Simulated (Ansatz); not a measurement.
All numbers below come from DFT PBE, scalar-relativistic, plane waves, PAW (Ansatz). Settings: cutoff 420 eV, Γ-centred meshes spaced at most about 0.3 Å⁻¹, and about 0.25 Å⁻¹ or finer for metals (2π included), Gaussian smearing. No spin polarisation.

Each guess is relaxed in cell and atoms at zero pressure, on a coarse mesh first where it starts far from rest and then on a converged one. The steps can't lower the symmetry of the start, but it can rise. Energies are static (0 K, no zero-point motion).

Two unrelaxed guesses for Li2H:

Guess 1.

```
CELL_PARAMETERS angstrom
2.66111 0.00000 0.00000
0.00000 2.66111 0.00000
0.00000 0.00000 4.65317
ATOMIC_POSITIONS crystal
Li 0.50000 0.50000 0.21473
Li 0.50000 0.50000 0.78527
H 0.00000 0.00000 0.50000
```

Guess 2.

```
CELL_PARAMETERS angstrom
1.39935 -1.99697 0.00000
1.39935 1.99697 0.00000
0.00000 0.00000 5.82485
ATOMIC_POSITIONS crystal
Li 0.00000 0.00000 0.68169
Li 0.00000 0.00000 0.31831
H 0.50000 0.50000 0.00000
```

Question: Which guess leads to the lower structure, and by how much?

Answer: Guess 2 ends lower, by 67 meV/atom. Guess 1: P4/mmm at 11.0 Å³/atom → P4/mmm at 11.2 Å³/atom; Guess 2: Cmmm at 10.9 Å³/atom → Cmmm at 13.2 Å³/atom. Counting H atoms around Li (those within 1.25 times the shortest such distance or 1.15 times the sum of covalent radii), the end of guess 1 has Li 4 and the end of guess 2 has Li 2. End of guess 1. Conventional cell: a = 2.556 Å, c = 5.158 Å. Li has 4 H at 2.18 Å, 5 Li at 2.45–2.56 Å and 1 Li at 2.70 Å; H has 8 Li at 2.18 Å and 4 H at 2.56 Å. End of guess 2. Conventional cell: a = 2.732 Å, b = 5.462 Å, c = 5.323 Å. Li is surrounded by 2 H at 1.86 Å, 1 Li at 2.53 Å and 3 Li at 2.73–2.79 Å; around H lie 4 Li at 1.86 Å.

Ends held by symmetry can be saddle points. Neither end is the lowest form computed: that has the anti-cadmium iodide type, space group P-3m1 (No. 164) and lies 74 meV/atom below the better end. With hydrogen, zero-point motion can shift such differences by 10 meV/atom or more. Some structure types and database cells were kept out of the candidates from the start, so a known form may be missing.
